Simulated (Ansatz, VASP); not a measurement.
**Two plane-wave programs on Cu**

```
CELL_PARAMETERS angstrom
2.43433 0.00000 0.00000
-1.21716 2.10819 0.00000
0.00000 0.00000 29.11543
ATOMIC_POSITIONS crystal
Cu 0.00000 0.00000 0.33697
Cu 0.00000 0.00000 0.24691
```

Alike in both runs: functional PBE; k mesh 6 × 6 × 1; occupations gaussian, width 0.1 eV; no spin polarisation.

Ansatz relaxed the structure, and its values are those at the end. VASP's run is a single point on that final structure, the one shown.

|  | VASP | Ansatz |
| --- | --- | --- |
| version | VASP 6.6.1 | Ansatz 0.2.0 |
| potentials or method | VASP PAW PBE potentials, release 64 (Cu) | scalar-relativistic, plane waves, PAW |
| plane-wave cutoff (eV) | 520 | 420 |
| valence electrons in the cell | 22 | 38 |

```tsv
	VASP	Ansatz	Ansatz less VASP
gap on the k mesh at the Fermi level (eV)	none	none	-
rms of the force components (eV/Å)	0.008	0.001	-0.0065
```

A gap of «none» marks a metal or a gap that the smearing closes. The two sets of potentials don't hold the same shells in valence. Ansatz warned: «slab_cell_height_set».

Caveats: the k mesh is coarse (spacing up to 0.50 Å⁻¹), so the values aren't converged.
